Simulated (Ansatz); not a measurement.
# CoSi (Pm-3m): the held moment from field and pressure

Geometry: a structure from the Materials Project; nothing is relaxed.

Functional, mesh and filling: PBE, 14×14×14 k mesh, Fermi–Dirac smearing of 0.03 eV. PAW means Ansatz 0.2.0 on its default frozen-core files. Site moments are integrated in spheres about the atoms.

The input and its command:

```yaml
crystal:
  lattice:
    - [2.781334, 0.0, 0.0]
    - [0.0, 2.781334, 0.0]
    - [0.0, 0.0, 2.781334]
  atoms:
    - { symbol: Co, position: [0.0, 0.0, 0.0], spin: 2.0 }
    - { symbol: Si, position: [0.5, 0.5, 0.5] }
magnetization:
  spin_polarized: true
kpoints:
  mp_grid: { grid: [14, 14, 14] }
scf:
  occupations: { method: fermi_dirac, width: 0.03 }
  lower_state_search: "off"
hamiltonian:
  xc: pbe
  pseudopotentials: { kind: paw }
output:
  forces: true
  stress: true
  eigenvalues: true
  populations: true
  dos: { projected: true, de: 0.1, e_range: [-8, 5] }
  write_density: true
  write_potential: true
  elf: true
  volumetric_format: npy
```

Command: `ansatz run input.yaml --threads 1 --pin off --max-ram 3072MiB --backend cpu --events-out ev --progress --plain --runs-dir out`

The free run ends with 0.62 μB per cell. Further runs hold the cell's moment M by two Fermi levels; B is half their difference over μB, positive where the field raises M. Some of them:

```json
{"M (μB/cell)": "0.43", "B (T)": "-851", "ΔF over the free run (meV/cell)": "6.0", "pressure (GPa)": "0.2"}
{"M (μB/cell)": "0.53", "B (T)": "-620", "ΔF over the free run (meV/cell)": "1.7", "pressure (GPa)": "0.4"}
{"M (μB/cell)": "0.74", "B (T)": "1544", "ΔF over the free run (meV/cell)": "4.0", "pressure (GPa)": "1.6"}
```

Q: Another run of the series gave B (T) = 2681, ΔF over the free run (meV/cell) = 16.7, pressure (GPa) = 2.5. Which moment was held?
A. 0.31
B. 0.68
C. 0.84
D. 0.15

A: C. M (μB/cell) = 0.84.

Q: Another run of the series gave B (T) = -553, ΔF over the free run (meV/cell) = 18.8, pressure (GPa) = -0.3. Which moment was held?
A. 0.84
B. 0.68
C. 0.15
D. 0.31

A: C. M (μB/cell) = 0.15.

The whole series:

```tsv
M (μB/cell)	B (T)	ΔF over the free run (meV/cell)	pressure (GPa)
0.15	-553	18.8	-0.3
0.31	-825	12.3	0.0
0.43	-851	6.0	0.2
0.53	-620	1.7	0.4
0.68	468	0.8	1.2
0.74	1544	4.0	1.6
0.84	2681	16.7	2.5
```

The Ansatz runs typed with the search for lower states off end where their start leads. These are results for the start and cell typed. The real compound can order otherwise, in a larger cell, or not at all, since semilocal functionals at zero temperature often overstate magnetism.
